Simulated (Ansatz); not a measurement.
TiTe2:

```
Te Ti
1.0
     3.77700    0.00000    0.00000
    -1.88850    3.27098    0.00000
     0.00000    0.00000    6.49800
Te Ti
2 1
Direct
  0.33333 0.66667 0.73720
  0.66667 0.33333 0.26280
  0.00000 0.00000 0.00000
```

| Item | Value |
| --- | --- |
| Program | Ansatz 0.2.0 |
| Task | relaxation of cell and atoms |
| Functional | PBEsol |
| Dispersion | D3(BJ) |
| Potentials or basis | Ansatz PAW |
| Cutoff | 420 eV (not typed: the program's choice for these potentials) |
| k mesh | 8 × 8 × 4 |
| Occupations | fermi-dirac, width 0.05 eV |
| Spin | no spin polarisation |

At the start: volume 26.76 Å³/atom.

Task: Where does the relaxation end?

Result: It ends after 6 steps and the volume is 23.55 Å³/atom (-12.0 %); space group P-3m1 (No. 164, to 0.05 Å).

The path:
| step | energy change (eV) | largest force (eV/Å) | volume (Å³) |
| --- | --- | --- | --- |
| 1 | 0.0000 | 0.1135 | 80.28 |
| 2 | -0.1651 | 0.0062 | 69.52 |
| 3 | -0.1693 | 0.0037 | 71.04 |
| 4 | -0.1698 | 0.0264 | 70.66 |
| 5 | -0.1699 | 0.0000 | 70.64 |
| 6 | -0.1683 | 0.0000 | 70.64 |

Final structure:
```
Te Ti
1.0
     3.62703    0.00000    0.00000
    -1.81352    3.14110    0.00000
     0.00000    0.00000    6.19995
Te Ti
2 1
Cartesian
  0.0000 2.0941 4.4762
  1.8135 1.0470 1.7238
  0.0000 0.0000 0.0000
```

Caveat: the plane-wave basis is chosen anew once the cell has moved, so the energies of steps on either side of that aren't comparable; the volume moved by -12 % from the deposited cell, more than functionals usually miss; the PAW data sets come from PBE, with cores solved anew for the run's functional, which leaves a small shift of forces and pressure.
